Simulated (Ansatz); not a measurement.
The calculation used DFT PBE, scalar-relativistic, plane waves, PAW in Ansatz 0.2.0. All cells share a 420 eV cutoff and Γ-centred k meshes spaced at most about 0.3 Å⁻¹ (about 0.25 or finer for metals, 2π included). No spin polarisation.

Each guess is relaxed in cell and atoms at zero pressure, on a coarse mesh first where it starts far from rest and then on a converged one. The steps can't lower the symmetry of the start, but it can rise. Energies are static (0 K, no zero-point motion).

Two unrelaxed guesses for Bi4Te:

A.

```xyz
5
Lattice="5.5755 0.0000 0.0000 0.0000 5.5755 0.0000 0.0000 0.0000 5.5755" Properties=species:S:1:pos:R:3 pbc="T T T"
Bi    1.3939    1.3939    1.3939
Bi    4.1816    4.1816    1.3939
Bi    1.3939    4.1816    4.1816
Bi    4.1816    1.3939    4.1816
Te    0.0000    0.0000    0.0000
```

B.

```xyz
5
Lattice="6.0561 0.0000 0.0000 -3.0280 5.2447 0.0000 0.0000 0.0000 5.9067" Properties=species:S:1:pos:R:3 pbc="T T T"
Bi    0.0000    3.4965    4.1065
Bi    0.0000    3.4965    1.8002
Bi    3.0281    1.7482    1.8002
Bi    3.0281    1.7482    4.1065
Te    0.0000    0.0000    0.0000
```

**Question.** Where do they end, and which end is lower?

**Answer.** B ends lower, by 246 meV/atom. A: P-43m at 34.7 Å³/atom → P-43m at 41.2 Å³/atom; B: P6/mmm at 37.5 Å³/atom → P6/mmm at 35.9 Å³/atom. Counting Bi atoms around Te (those within 1.25 times the shortest such distance or 1.15 times the sum of covalent radii, 1.27 where that leaves under three; the shortest distance is added where it exceeds 1.18 times the sum of covalent radii), the end of A has Te 4 and the end of B has Te 12 from 3.6 Å. End of A. Conventional cell: a = 5.906 Å. Bi is surrounded by 3 Bi at 3.16 Å and 1 Te at 3.18 Å; Te is surrounded by 4 Bi at 3.18 Å. End of B. Conventional cell: a = 5.614 Å, c = 6.584 Å. Bi has 5 Bi at 3.24–3.31 Å and 3 Te at 3.63 Å; Te is surrounded by 12 Bi at 3.63 Å.

Ends held by symmetry can be saddle points. Even the lowest of the cells shown lies +0.11 eV/atom against the elements. These runs have no spin–orbit coupling, which can matter for Bi and Te. Some structure types and database cells were kept out of the candidates from the start, so a known form may be missing.
